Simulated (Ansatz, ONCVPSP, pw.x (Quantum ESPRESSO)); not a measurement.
**What a changed setting does to a pw.x run (bcc Ir)**

Potential: optimised norm-conserving Vanderbilt (ONCV), ONCVPSP 4.0.1.1 (patched build), PBE; core [Kr] 4d10 4f14, reference 5s2 5p6 5d7 6s1; waves: 5s+6s: rc 1.82 bohr, ncon 4, nbas 8, qcut 5.5 1/bohr, 2 projectors; 5p: rc 1.56 bohr, ncon 4, nbas 7, qcut 10.8 1/bohr, 3 projectors, debl 3.2 Ha; 5d: rc 1.52 bohr, ncon 4, nbas 8, qcut 7.3 1/bohr, 2 projectors, debl 0.6 Ha; f scattering state at 0.22 Ha: rc 1.52 bohr, ncon 4, nbas 7, qcut 8 1/bohr, 1 projector; local part: polynomial inside 1.16 bohr (lpopt 3, dvloc0 3 Ha); core correction: none.

The reference run (k-mesh 15³, cutoffs 100/400 Ry, Fermi–Dirac 0.01 Ry, mixing_beta 0.4, conv_thr 1e-9, no spin) gives -2.36 GPa at 15.159 Å³/atom, where all-electron LAPW gives -1.43 GPa. This run, with its own iteration cap, changes mixing_ndim to 4.

```
&control
  calculation='scf', prefix='x', pseudo_dir='./', outdir='./tmp', tstress=.true., disk_io='none'
/
&system
  ibrav=0, nat=1, ntyp=1, ecutwfc=100, ecutrho=400, nbnd=17,
  occupations='smearing', smearing='fd', degauss=0.01
/
&electrons
  conv_thr=1e-09, mixing_beta=0.4, electron_maxstep=60, mixing_ndim=4
/
ATOMIC_SPECIES
Ir 1.0 Ir.UPF
CELL_PARAMETERS angstrom
  -1.55908641 1.55908641 1.55908641
  1.55908641 -1.55908641 1.55908641
  1.55908641 1.55908641 -1.55908641
ATOMIC_POSITIONS crystal
Ir 0.0000 0.0000 0.0000
K_POINTS automatic
15 15 15 0 0 0
```

```bash
pw.x < Ir.scf.in > Ir.scf.out
```

Task: How does the run end?

Result: It converges in 9 iterations; the free energy moves by +0.0 meV/atom and the pressure by -0.01 GPa. The result is that of the reference run.

```
Message from routine setup:
     using ibrav=0 with symmetry is DISCOURAGED, use correct ibrav instead
     lattice parameter (alat)  =       5.1030  a.u.
     unit-cell volume          =     102.2980 (a.u.)^3
     number of electrons       =        17.00
     number of Kohn-Sham states=           17
     kinetic-energy cutoff     =     100.0000  Ry
     charge density cutoff     =     400.0000  Ry
     scf convergence threshold =      1.0E-09
     Exchange-correlation= PBE
     number of k points=   120  Fermi-Dirac smearing, width (Ry)=  0.0100
     iteration #  1     ecut=   100.00 Ry     beta= 0.40
     total energy              =    -211.45966949 Ry
     estimated scf accuracy    <       1.06116243 Ry
     iteration #  2     ecut=   100.00 Ry     beta= 0.40
     total energy              =    -211.57864898 Ry
     estimated scf accuracy    <       0.03671846 Ry
     iteration #  3     ecut=   100.00 Ry     beta= 0.40
     total energy              =    -211.58863840 Ry
     estimated scf accuracy    <       0.00059579 Ry
     iteration #  4     ecut=   100.00 Ry     beta= 0.40
     total energy              =    -211.58873281 Ry
     estimated scf accuracy    <       0.00012298 Ry
     iteration #  5     ecut=   100.00 Ry     beta= 0.40
     total energy              =    -211.58874294 Ry
     estimated scf accuracy    <       0.00000179 Ry
     iteration #  6     ecut=   100.00 Ry     beta= 0.40
     total energy              =    -211.58874304 Ry
     estimated scf accuracy    <       0.00000251 Ry
     iteration #  7     ecut=   100.00 Ry     beta= 0.40
     total energy              =    -211.58874358 Ry
     estimated scf accuracy    <          3.2E-09 Ry
     iteration #  8     ecut=   100.00 Ry     beta= 0.40
     total energy              =    -211.58874358 Ry
     estimated scf accuracy    <          1.1E-09 Ry
     iteration #  9     ecut=   100.00 Ry     beta= 0.40
     the Fermi energy is    23.4872 ev
!    total energy              =    -211.58874358 Ry
     estimated scf accuracy    <          4.1E-10 Ry
     smearing contrib. (-TS)   =      -0.00964844 Ry
     The total energy is F=E-TS. E is the sum of the following terms:
     one-electron contribution =     -43.38109190 Ry
     hartree contribution      =      31.33357925 Ry
     xc contribution           =     -21.04371133 Ry
     ewald contribution        =    -178.48787115 Ry
     convergence has been achieved in   9 iterations
          total   stress  (Ry/bohr**3)                   (kbar)     P=      -23.72
     Message from routine punch:
     Nothing written, as per user request (disk_io='none')
```

The run took about 40 s on one core of a shared host (Intel(R) Xeon(R) Platinum 8488C, 192 threads, 744 GiB, load 238).
